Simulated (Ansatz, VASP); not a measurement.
# Ta in VASP and in Ansatz

INCAR

```
  PREC = Accurate
  ENCUT = 520
  EDIFF = 1E-6
  ISMEAR = -1
  SIGMA = 0.05
  LREAL = F
  LASPH = T
  NELM = 80
  ALGO = Normal
  ISIF = 2
  LWAVE = F
  LCHARG = T
  LELF = T
  LVHAR = T
  NBANDS = 12
```

Contents of KPOINTS:

```
regular mesh
0
Gamma
  11 11 11
```

The input POSCAR:

```
Ta
1.0
   -1.6836662614      1.6836662614      1.6836662614
    1.6836662614     -1.6836662614      1.6836662614
    1.6836662614      1.6836662614     -1.6836662614
Ta
1
Direct
    0.0000000000      0.0000000000      0.0000000000
```

File input.yaml:

```yaml
crystal:
  lattice:
    - [-1.6836662614, 1.6836662614, 1.6836662614]
    - [1.6836662614, -1.6836662614, 1.6836662614]
    - [1.6836662614, 1.6836662614, -1.6836662614]
  atoms:
    - { symbol: Ta, position: [0.0, 0.0, 0.0] }
kpoints:
  mp_grid: { grid: [11, 11, 11] }
scf:
  occupations: { method: fermi_dirac, width: 0.05 }
hamiltonian:
  xc: lda
  pseudopotentials: { kind: all_electron, lapw: { basis_error: 0.001 } }
output:
  forces: true
  stress: true
  eigenvalues: true
```

Change from the starting cell: volume scaled by 1.06.

Alike in both runs: task single point; functional LDA; k mesh 11 × 11 × 11; occupations fermi-dirac, width 0.05 eV; no spin polarisation.

|  | VASP | Ansatz |
| --- | --- | --- |
| version | VASP 6.6.1 | Ansatz 0.2.0 |
| potentials or method | VASP PAW LDA potentials, release 64 (Ta_pv) | all-electron LAPW, scalar-relativistic |
| plane-wave cutoff (eV) | 520 | see its input |

VASP gave:

```
gap on the k mesh at the Fermi level (eV) : none
pressure (GPa)                            : -18.3
```

Q: Which values does Ansatz return?

A: gap on the k mesh at the Fermi level (eV): none; pressure (GPa): -18.9.

A gap of «none» marks a metal or a gap that the smearing closes. Ansatz ran all-electron here, so the differences hold the error of VASP's frozen core and of both bases.

Caveats: so large a pressure means that the cell lies far from this level's equilibrium, or that cutoff or potentials fall short (VASP). Spin-orbit coupling is left out, which matters for the levels of Ta.
